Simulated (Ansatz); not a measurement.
# AlCu₃: strain energy, fitted

AlCu₃, Pm-3m, a = 3.642 Å. The structure is a Materials Project entry; whether it is the stable form wasn't checked. Ansatz: r2SCAN, PAW, 500 eV, Γ-centred 14×14×14 mesh on 4 atoms, Gaussian smearing 0.10 eV; no spin polarisation. Series: shear of c along a, cell held, atoms fixed by symmetry; x is the strain in per cent (engineering shear). y is the free energy over the unstrained cell, V0 = 12.075 Å³/atom. Symmetry makes y even in x.

```
x (%) y (meV/atom)
  0.0          0.00
  2.0          1.40
  4.0          5.74
  6.0         13.31
  8.0         24.11
 12.0             ?
```

Fit y = c2 x² + c4 x⁴ to the other rows, turn c2 into a modulus, and predict the missing energy.

Least squares on the rows shown. y = 0.35730 x² + 0.00030650 x⁴. In eV per unit strain² c2 is 3.573; this is the shear stiffness (E = ½ C V0 γ²): 2 × 3.573 × 160.2 / (12.075) = 95 GPa. At x = 12.0 the fit asked for gives 57.81 meV/atom. The run gave 54.75 meV/atom, so the fit is 3.06 meV/atom too high, 5.6 % of the span of the series, against an rms of 0.04 meV/atom on the fitted rows. The row lies outside the fitted range. With a term in x⁶ added, a fit to the same known rows predicts 49.42 meV/atom, which misses by about as much or more on the other side: the known rows don't fix the higher terms.